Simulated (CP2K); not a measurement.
# Pb: single point with PBE

The system is Pb.

```
CELL_PARAMETERS angstrom
3.48000 0.00000 0.00000
-1.74000 3.01377 0.00000
0.00000 0.00000 5.59000
ATOMIC_POSITIONS crystal
Pb 0.66667 0.33333 0.75000
Pb 0.33333 0.66667 0.25000
```

This isn't the form of Pb at room conditions, which is fcc.

```yaml
Program: CP2K 2026.2
Task: single point
Functional: PBE
Potentials_or_basis: POTENTIAL_UZH Pb GTH-PBE0-q4; DZVP-MOLOPT-SR-GTH basis
Density_cutoff: 6123 eV
k_mesh: 9 × 9 × 5
Occupations: fermi-dirac, width 0.05 eV
Spin: no spin polarisation
SCF_solver: diagonalisation with k points
Quickstep_method: GPW
EPS_DEFAULT: 1.0E-10
EPS_SCF: 1.0E-6
MAX_SCF: 100
SCF_GUESS: ATOMIC
k_points_reduced_by_the_point_group: yes
Mesh_centred_on_Gamma: yes
CHOLESKY: OFF
EPS_EIGVAL: 1.0E-7
MIXING_METHOD: BROYDEN_MIXING
MIXING_ALPHA: 0.4
NBUFFER: 8
NGRIDS: 4
Basis_sets: Pb DZVP-MOLOPT-SR-GTH-q4
Potentials: Pb GTH-PBE0-q4 of POTENTIAL_UZH
ADDED_MOS: "[10]"
REL_CUTOFF_Ry: 60 Ry
MIXING_BETA_1/bohr: 1.5 1/bohr
CUTOFF_of_the_grids: 450 Ry
```

```json
{"Pressure": "5.3 GPa", "Band gap on the k mesh": "none (metal or under the smearing width)"}
```

Stress tensor (GPa, compression positive):
```
3.82 0.00 0.00
0.00 3.82 0.00
0.00 0.00 8.23
```

Levels at points of the mesh, in eV from the Fermi level:
```csv
k point,band 1,band 2,band 3,band 4,band 5,band 6,band 7,band 8
"(0.00, 0.00, 0.00)",-12.06,-8.04,-4.45,6.01,6.01,7.99,7.99,8.88
```

Wall time 15 s on 1 thread of Arm Neoverse V2, on a shared host, peak memory 0.25 GiB.

Caveat: the basis of atomic orbitals isn't converged, which shifts pressures, moduli and gaps. Spin-orbit coupling is left out, which matters for the levels of Pb.
